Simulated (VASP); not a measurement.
# AlCu (Pm-3m) in VASP: notebook

The runs below take AlCu through single point, with r2SCAN.

Program: VASP 6.6.1. These are calculated values, not measurements. Logs are shortened: lines on timing, memory, paths and dates and some standing lists are left out, and cuts for length are marked.

**1. Starting point**

Symmetry: Pm-3m, No. 221, cubic system. Conventional cell: a = 2.998 Å, b = 2.998 Å, c = 2.998 Å, α = 90.00°, β = 90.00°, γ = 90.00°. Cu (site symmetry m-3m) has 8 Al at 2.60 Å as nearest neighbours. Al (site symmetry m-3m) is surrounded by 8 Cu at 2.60 Å.

The cell comes from a database or a generator and needn't be the stable form of this composition.

**2. Single point, r2SCAN**

File INCAR:

```
PREC = Accurate
ENCUT = 400
EDIFF = 1E-6
ISMEAR = -1
SIGMA = 0.1
LREAL = False
LASPH = True
NELM = 100
ALGO = Normal
ISIF = 2
LWAVE = False
LCHARG = False
METAGGA = R2SCAN
LMIXTAU = True
ADDGRID = False
```

File KPOINTS:

```
Automatic mesh
0
Gamma
  10 10 10
```

File POSCAR:

```
AlCu
1.0
    2.9975090000      0.0000000000      0.0000000000
    0.0000000000      2.9975090000      0.0000000000
    0.0000000000      0.0000000000      2.9975090000
Cu Al
1 1
Direct
    0.5000000000      0.5000000000      0.5000000000
    0.0000000000      0.0000000000      0.0000000000
```

Potentials or basis: VASP PAW PBE potentials, release 64 (Cu, Al).

On the command line:

```sh
> cat potpaw_PBE.64/Cu/POTCAR potpaw_PBE.64/Al/POTCAR > POTCAR
> mpirun -np 1 vasp_std > vasp.out
```

OUTCAR:

```text
PREC = Accurate
   ENCUT = 400
   EDIFF = 1E-6
   ISMEAR = -1
   LREAL = False
   LASPH = True
   NELM = 100
   ISIF = 2
   METAGGA = R2SCAN

 Found     56 irreducible k-points:

 Following reciprocal coordinates:
            Coordinates               Weight
  0.000000  0.000000  0.000000      1.000000
  0.100000  0.000000  0.000000      6.000000
  0.200000  0.000000  0.000000      6.000000
  0.300000  0.000000  0.000000      6.000000
  0.400000  0.000000  0.000000      6.000000
  0.500000  0.000000  0.000000      3.000000
   k-points           NKPTS =     56   k-points in BZ     NKDIM =     56   number of bands    NBANDS=     11
   number of dos      NEDOS =    301   number of ions     NIONS =      2
   total plane-waves  NPLWV =   8000
   dimension x,y,z NGX =    20 NGY =   20 NGZ =   20
   dimension x,y,z NGXF=    40 NGYF=   40 NGZF=   40
   ions per type =               1   1
   NGX,Y,Z   is equivalent  to a cutoff of  11.09, 11.09, 11.09 a.u.
   NGXF,Y,Z  is equivalent  to a cutoff of  22.18, 22.18, 22.18 a.u.
 SYSTEM =  unknown system
   PREC   = accura    normal or accurate (medium, high low for compatibility)
   ISTART =      0    job   : 0-new  1-cont  2-samecut
   ICHARG =      2    charge: 1-file 2-atom 10-const
   ISPIN  =      1    spin polarized calculation?
   LNONCOLLINEAR =      F non collinear calculations
   LSORBIT =      F    spin-orbit coupling
   LASPH  =      T    aspherical Exc in radial PAW
   ENCUT  =  400.0 eV  29.40 Ry    5.42 a.u.   4.89  4.89  4.89*2*pi/ulx,y,z
   NELM   =    100;   NELMIN=  2; NELMDL= -5     # of ELM steps
   EDIFF  = 0.1E-05   stopping-criterion for ELM
   LREAL  =      F    real-space projection
   EDIFFG = 0.1E-04   stopping-criterion for IOM
   NSW    =      0    number of steps for IOM
   IBRION =     -1    ionic relax: 0-MD 1-quasi-New 2-CG
   NFREE  =      0    steps in history (QN), initial steepest desc. (CG)
   ISIF   =      2    stress and relaxation
   ISYM   =      2    0-nonsym 1-usesym 2-fastsym
   POTIM  = 0.5000    time-step for ionic-motion
   TEBEG  =    0.0;   TEEND  =   0.0 temperature during run
   PSTRESS=    0.0 pullay stress
   NELECT =      14.0000    total number of electrons
   NUPDOWN=      -1.0000    fix difference up-down
   EMIN   =  10.00;   EMAX   =-10.00  energy-range for DOS
   EFERMI =   0.00;   METHOD = LEGACY
   ISMEAR =    -1;   SIGMA  =   0.10  broadening in eV -4-tet -1-fermi 0-gaus
   EFERMI_NEDOS =   21; number of points for ismear=-14 and -15
   IALGO  =     38    algorithm
   IMIX   =      4    mixing-type and parameters
     AMIX     =   0.40;   BMIX     =  1.00
     AMIX_MAG =   1.60;   BMIX_MAG =  1.00
  volume/ion in A,a.u.               =      13.47        90.88
  Fermi-wavevector in a.u.,A,eV,Ry     =   1.316306  2.487459 23.574307  1.732663
  Thomas-Fermi vector in A             =   2.446428
   LORBIT       =      0    0 simple, 1 ext, 2 COOP (PROOUT), +10 PAW based schemes
   METAGGA = R2SCAN    functional components
   LHFCALC =     F    Hartree Fock is set to
   AEXX    =    0.0000 exact exchange contribution
   IVDW    =     0    specifies the selected vdW correction
   LEPSILON=     F    determine dielectric tensor
   LRPA    =     F    only Hartree local field effects (RPA)
 non-spin polarized calculation
  energy-cutoff  :      400.00
  volume of cell :       26.93
 maximum number of plane-waves:       500
 NGX is ok and might be reduce to    20
   NGX =  9   NGY =  9   NGZ =  9

 number of electron      13.9999950 magnetization

 Free energy of the ion-electron system (eV)
  ---------------------------------------------------
  ext. energy  EPLUGINS =         0.00000000
  ---------------------------------------------------
  free energy    TOTEN  =       -17.87615668 eV

  energy without entropy =      -17.84609772  energy(sigma->0) =      -17.86112720

 E-fermi :   9.0755     XC(G=0): -12.4250

 val. band max:        9.0674139055   @ k =   0.2000   0.2000   0.0000
 cond. band min:       9.1241303534   @ k =   0.3000   0.3000   0.3000
 fundamental gap:      0.0567164479
 Fermi energy:         9.0754959790

 k-point     1 :       0.0000    0.0000    0.0000
  band No.  band energies     occupation
      1      -3.0991      2.00000
      2       3.9049      2.00000
      3       3.9049      2.00000
      4       4.9960      2.00000
      5       4.9960      2.00000
      6       4.9960      2.00000
      7      13.1229      0.00000
      8      13.1229      0.00000
      9      13.1229      0.00000
     10      15.4828      0.00000
     11      15.4828      0.00000

 k-point     2 :       0.1000    0.0000    0.0000
  band No.  band energies     occupation
      1      -2.9207      2.00000
      2       3.9085      2.00000
      3       3.9311      2.00000
      4       4.9482      2.00000
      5       4.9482      2.00000
      6       5.0009      2.00000
      7      11.3232      0.00000
      8      13.3367      0.00000
      9      13.3367      0.00000
     10      15.5501      0.00000
     11      16.9754      0.00000

 k-point     3 :       0.2000    0.0000    0.0000
  band No.  band energies     occupation
      1      -2.3898      2.00000
      2       3.8658      2.00000
      3       4.0009      2.00000
      4       4.8286      2.00000
      5       4.8286      2.00000
      6       5.0144      2.00000
      7       8.9066      1.68806
      8      13.9564      0.00000
      9      13.9564      0.00000
     10      15.7464      0.00000
     11      18.3545      0.00000

 k-point     4 :       0.3000    0.0000    0.0000
  band No.  band energies     occupation
      1      -1.5196      2.00000
      2       3.5462      2.00000
      3       4.0888      2.00000
      4       4.6898      2.00000
      5       4.6898      2.00000
      6       5.0312      2.00000
      7       6.9526      2.00000
      8      14.9326      0.00000
      9      14.9326      0.00000
     10      16.0448      0.00000
     11      19.3614      0.00000

 k-point     5 :       0.4000    0.0000    0.0000
  band No.  band energies     occupation
      1      -0.3393      2.00000
      2       2.5481      2.00000
      3       4.1610      2.00000
      4       4.5842      2.00000
      5       4.5842      2.00000
      6       5.0448      2.00000
      7       5.9416      2.00000
      8      16.2125      0.00000
      9      16.2125      0.00000
     10      16.3565      0.00000
     11      19.6705      0.00000

 k-point     6 :       0.5000    0.0000    0.0000
  band No.  band energies     occupation
      1       1.0708      2.00000
      2       1.0960      2.00000
      3       4.1889      2.00000
      4       4.5452      2.00000
      5       4.5452      2.00000
      6       5.0501      2.00000
      7       5.7113      2.00000
      8      16.5016      0.00000
      9      17.5184      0.00000
     10      17.5184      0.00000
     11      18.1012      0.00000

 [... further k-points ...]

------------------------ aborting loop because EDIFF is reached ----------------------------------------

  FORCE on cell =-STRESS in cart. coord.  units (eV):
  Direction    XX          YY          ZZ          XY          YZ          ZX
  --------------------------------------------------------------------------------------
  -------------------------------------------------------------------------------------
  Total       -0.8293586     -0.8293586     -0.8293586      0.0000000      0.0000000      0.0000000
  in kB      -49.3368536    -49.3368536    -49.3368536      0.0000000      0.0000000      0.0000000
  external PRESSURE =     -49.3368536 kB  Pullay stress =       0.0000000 kB

 VOLUME and BASIS-vectors are now :
 -----------------------------------------------------------------------------
  energy-cutoff  :      400.00
  volume of cell :       26.93
      direct lattice vectors                 reciprocal lattice vectors
     2.997509000  0.000000000  0.000000000     0.333610341  0.000000000  0.000000000
     0.000000000  2.997509000  0.000000000     0.000000000  0.333610341  0.000000000
     0.000000000  0.000000000  2.997509000     0.000000000  0.000000000  0.333610341

 POSITION                                       TOTAL-FORCE (eV/Angst)
 -----------------------------------------------------------------------------------
      1.49875      1.49875      1.49875         0.000000      0.000000      0.000000
      0.00000      0.00000      0.00000         0.000000      0.000000      0.000000
 -----------------------------------------------------------------------------------
    total drift:                               -0.000000      0.000000     -0.000000

  FREE ENERGIE OF THE ION-ELECTRON SYSTEM (eV)
  ---------------------------------------------------
  free  energy   TOTEN  =       -17.8761566827 eV

  energy  without entropy=      -17.8460977172  energy(sigma->0) =      -17.86112720
```

It took 25 s on 1 thread of Intel Xeon 6975P-C (Granite Rapids), shared host; peak memory 0.13 GiB.

The run converged, but some of its settings lie outside the range that counts as converged, so its numbers aren't taken as properties of the crystal.

Results:

* Free energy: -17.8762 eV
* Pressure: -4.9 GPa
* Band gap on the k mesh: none (metal or under the smearing width)

Caveat: the PAW data sets were made with another functional, which shifts forces and pressure a little.

**3. Single point, r2SCAN**

INCAR: that of step 2 with these lines changed.

```diff
@@ -1,3 +1,3 @@
 PREC = Accurate
-ENCUT = 400
+ENCUT = 650
 EDIFF = 1E-6
```

File KPOINTS:

```
Automatic mesh
0
Gamma
  8 8 8
```

POSCAR is that of step 2.

Potentials or basis: VASP PAW PBE potentials, release 64 (Cu, Al).

On the command line:

```sh
> cat potpaw_PBE.64/Cu/POTCAR potpaw_PBE.64/Al/POTCAR > POTCAR
> mpirun -np 1 vasp_std > vasp.out
```

Run time: 34 s. Hardware: 1 thread of Intel Xeon 6975P-C (Granite Rapids), shared host; peak memory 0.16 GiB.

The run converged, but some of its settings lie outside the range that counts as converged, so its numbers aren't taken as properties of the crystal.

What came out:

| Property | Result |
| --- | --- |
| Free energy | -17.8982 eV |
| Pressure | -4.7 GPa |
| Band gap on the k mesh | none (metal or under the smearing width) |

Caveat: the PAW data sets were made with another functional, which shifts forces and pressure a little.

**4. Single point, r2SCAN**

INCAR: that of step 3 with these lines changed.

```diff
@@ -1,3 +1,3 @@
 PREC = Accurate
-ENCUT = 650
+ENCUT = 220
 EDIFF = 1E-6
```

File KPOINTS:

```
Automatic mesh
0
Gamma
  14 14 14
```

POSCAR is that of step 3.

Potentials or basis: VASP PAW PBE potentials, release 64 (Cu, Al).

On the command line:

```sh
> cat potpaw_PBE.64/Cu/POTCAR potpaw_PBE.64/Al/POTCAR > POTCAR
> mpirun -np 1 vasp_std > vasp.out
```

OUTCAR:

```text
PREC = Accurate
   ENCUT = 220
   EDIFF = 1E-6
   ISMEAR = -1
   LREAL = False
   LASPH = True
   NELM = 100
   ISIF = 2
   METAGGA = R2SCAN

 Found    120 irreducible k-points:

 Following reciprocal coordinates:
            Coordinates               Weight
  0.000000  0.000000  0.000000      1.000000
  0.071429  0.000000  0.000000      6.000000
  0.142857  0.000000  0.000000      6.000000
  0.214286  0.000000  0.000000      6.000000
  0.285714  0.000000  0.000000      6.000000
[... 162 lines left out ...]

  FORCE on cell =-STRESS in cart. coord.  units (eV):
  Direction    XX          YY          ZZ          XY          YZ          ZX
  --------------------------------------------------------------------------------------
  -------------------------------------------------------------------------------------
  Total      -11.1969799    -11.1969799    -11.1969799      0.0000000     -0.0000000     -0.0000000
  in kB     -666.0855201   -666.0855201   -666.0855201      0.0000000     -0.0000000     -0.0000000
  external PRESSURE =    -666.0855201 kB  Pullay stress =       0.0000000 kB

 VOLUME and BASIS-vectors are now :
 -----------------------------------------------------------------------------
  energy-cutoff  :      220.00
  volume of cell :       26.93
      direct lattice vectors                 reciprocal lattice vectors
     2.997509000  0.000000000  0.000000000     0.333610341  0.000000000  0.000000000
     0.000000000  2.997509000  0.000000000     0.000000000  0.333610341  0.000000000
     0.000000000  0.000000000  2.997509000     0.000000000  0.000000000  0.333610341

 POSITION                                       TOTAL-FORCE (eV/Angst)
 -----------------------------------------------------------------------------------
      1.49875      1.49875      1.49875         0.000000      0.000000      0.000000
      0.00000      0.00000      0.00000         0.000000      0.000000      0.000000
 -----------------------------------------------------------------------------------
    total drift:                                0.000000      0.000000      0.000000

  FREE ENERGIE OF THE ION-ELECTRON SYSTEM (eV)
  ---------------------------------------------------
  free  energy   TOTEN  =       -17.1963958316 eV

  energy  without entropy=      -17.1738543088  energy(sigma->0) =      -17.18512507
```

stdout:

```text
POSCAR found type information on POSCAR CuAl
 POSCAR found :  2 types and       2 ions
 scaLAPACK will be used
 -----------------------------------------------------------------------------
|                                                                             |
|                                                                             |
|     You enforced a specific xc type in the INCAR file but a different       |
|     I HOPE YOU KNOW WHAT YOU ARE DOING!                                     |
|                                                                             |
 -----------------------------------------------------------------------------

 LDA part: xc-table for (None), standard interpolation
 POSCAR, INCAR and KPOINTS ok, starting setup
 FFT: planning ... GRIDC
 FFT: planning ... GRID_SOFT
 FFT: planning ... GRID
 WAVECAR not read
 entering main loop
```

It took 18 s on 1 thread of Intel Xeon 6975P-C (Granite Rapids), shared host; peak memory 0.11 GiB.

The run converged, but a check on its numbers failed (symmetry, net force, bounds or a known fault of this set-up), so they aren't taken as properties of the crystal.

Caveat: the cutoff lies under the usual one of these potentials, so the numbers hold a large basis-set error; a pressure of tens of GPa on the cell as given is suspect, and the run, the potentials or the cell itself is likely at fault; the PAW data sets were made with another functional, which shifts forces and pressure a little.

**5. Single point, r2SCAN**

INCAR: that of step 4 with these lines changed.

```diff
@@ -1,3 +1,3 @@
 PREC = Accurate
-ENCUT = 220
+ENCUT = 460
 EDIFF = 1E-6
```

File KPOINTS:

```
Automatic mesh
0
Gamma
  10 10 10
```

POSCAR is that of step 4.

On the command line:

```sh
> cat potpaw_PBE.64/Cu/POTCAR potpaw_PBE.64/Al/POTCAR > POTCAR
> mpirun -np 1 vasp_std > vasp.out
```

It took 30 s on 1 thread of Intel Xeon 6975P-C (Granite Rapids), shared host; peak memory 0.13 GiB.

These settings aren't checked as converged: the numbers below hold their error.

What came out:

```yaml
Free_energy: -17.8761 eV
Pressure: -4.7 GPa
Band_gap_on_the_k_mesh: none (metal or under the smearing width)
```

Caveat: the PAW data sets were made with another functional, which shifts forces and pressure a little.
